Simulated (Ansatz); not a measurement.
Runs of Ansatz 0.2.0 on Sc. The structure is cubic, space group Fm-3m (No. 225). The conventional cell has a = 4.520 Å, b = 4.520 Å, c = 4.520 Å, α = 90.00°, β = 90.00°, γ = 90.00°. Sc (site symmetry m-3m) is surrounded by 12 Sc at 3.20 Å. This isn't the form of Sc at room conditions, which is hcp.

```tsv
task	level	potentials or basis	spin	U	cell	cutoff (eV)	smearing	hubbard projectors	double counting	broadening	q mesh	points for each segment of the path	other keys	gap on the mesh (eV)	pressure (GPa)
optical spectrum	RPBE+U	PseudoDojo standard (PBE files)	off	Sc d U = 4.5 eV	as given	1061	cold 0.05 eV	all-electron-atomic	amf	0.2 eV	-	-	-	none	-
relaxation of cell and atoms	r2SCAN+D3(BJ)	PseudoDojo standard (PBE files)	collinear, random start	-	relaxed	1061	fermi-dirac 0.01 eV	-	-	-	-	-	scf.mixing.algorithm = anderson; scf.mixing.beta = 0.2; …	-	0.0
density of states	PBEsol+D3(BJ)+U	Ansatz PAW polarizable	off	Sc d U = 1 eV	as given	420	tetrahedron	ortho-atomic (the default)	amf	-	-	-	-	none	(a)
electrostatic potential	exchange-only PBE	Ansatz PAW	off	-	as given	420	gaussian 0.01 eV	-	-	-	-	-	-	none	11.2
single point	BLYP	SPMS NC	off	-	volume scaled by 0.8	544	tetrahedron uncorrected	-	-	-	-	-	scf.occupations.width = left out; …	none	24.4
phonons	revPBE+D3(BJ)-ATM+U	PseudoDojo standard (PBE files)	off	Sc d U = 5 eV	as given	1061	cold 0.01 eV	all-electron-atomic	fll	-	2 × 2 × 2	8	-	none	-
```

Alike in all rows: k mesh 10 × 10 × 10.

**Question.** Fill in the values left out.

**Answer.** (a) -1.9.

Caveats: the potentials were made for another functional, which shifts forces and pressure (some runs); U without spin polarisation on a metal has little footing (some runs); the U is typed as a test and isn't derived for this compound (some runs); pairwise dispersion overbinds metals, which lowers pressure and volume (some runs); the PAW data sets come from PBE, with cores solved anew for the run's functional, which leaves a small shift of forces and pressure (some runs); spectra need much finer meshes, so this one isn't converged (some runs); independent-particle spectra lack excitons (some runs).

A gap of «none» marks a metal or a gap under the smearing width.

Runs at the PBE level aren't shown here.
